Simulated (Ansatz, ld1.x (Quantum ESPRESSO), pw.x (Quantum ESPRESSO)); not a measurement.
W: does the TM potential hold in the solid?

ld1.x (Quantum ESPRESSO) 7.5 input, shortened:

```
&input
   title='W', zed=74., rel=1, dft='PBE', iswitch=3,
   config='[Xe] 4f14 5d4 6s1 6p0'
 /
 &inputp
   pseudotype=2, tm=.true., lloc=1,
   nlcc=.false.
 /
3
6S  1  0   1.00   0.00  2.30  2.30  0.0
5D  3  2   4.00   0.00  2.70  2.70  0.0
6P  2  1   0.00   0.00  3.45  3.45  0.0
 &test
   configts(1)='5d4 6s1 6p0'
 /
```

Atomic tests: cutoffs needed: 25 Ry and 30 Ry (the cutoffs (Ry, on a coarse ladder) from which the occupation-weighted sum of valence levels, in a spherical-Bessel basis at the reference potential, stays within 10 and 1 mRy of its value at 400 Ry); ghost test: no extra level below or beside the all-electron valence levels (s, d, p, f tested) (spherical-Bessel basis up to 400 Ry, 20 bohr box); largest excitation error: +34 meV (all-electron minus pseudo) for 5d4 6s0 6p0, out of 7 test configurations.

Crystal test: diamond W in pw.x 7.5, no spin, 8³ k-points, Fermi–Dirac smearing 0.01 Ry, cutoffs 40/160 Ry. The reference is all-electron LAPW (Ansatz 0.2.0) with the same functional, mesh and smearing; V0 and B0 come from Birch–Murnaghan fits to the pressures at five volumes. Errors are pseudo minus all-electron; Δ is the rms difference of the E(V) curves that follow from these fits, minima aligned, over ±6 % about the mean V0. Mesh and smearing are coarse, so the numbers serve the comparison and aren't converged zero-temperature values; the lattice is a test structure that the element need not adopt.

All-electron: a0 = 5.834 Å (V0 = 24.82 Å³/atom), B0 = 119.3 GPa.

Problem. How far does the potential miss the all-electron equation of state?

Solution. mean pressure error (GPa): +13.74. The pressure does not cross zero within the volumes sampled, so no fit is given. The largest radius (3.45 bohr) exceeds half the bond length (2.39 bohr), so the spheres overlap, which is one possible source of error among others. This is a poor potential for the solid. The atomic tests give no hint of an error of this size, and its cause was not traced.

```tsv
V (Å³/atom)	P all-electron (GPa)	P pseudo (GPa)
23.598	6.65	22.90
24.219	3.09	17.93
24.840	-0.08	13.52
25.461	-2.88	9.61
26.082	-5.37	6.14
```

Problem. At the middle volume, how do free energy and pressure move when the wave cutoff is lowered (ecutrho kept at four times it)?

Solution.

| cutoff (Ry) | shift of F (meV/atom) | shift of P (GPa) |
| --- | --- | --- |
| 18 | +1531.4 | -41.44 |
| 24 | +107.7 | -5.19 |
| 32 | +2.1 | -0.02 |

The run at the middle volume (29 k-points, 10 iterations) took about 5.3 s on one core of a shared host (Neoverse-V1, 32 threads, 247 GiB, load 19).
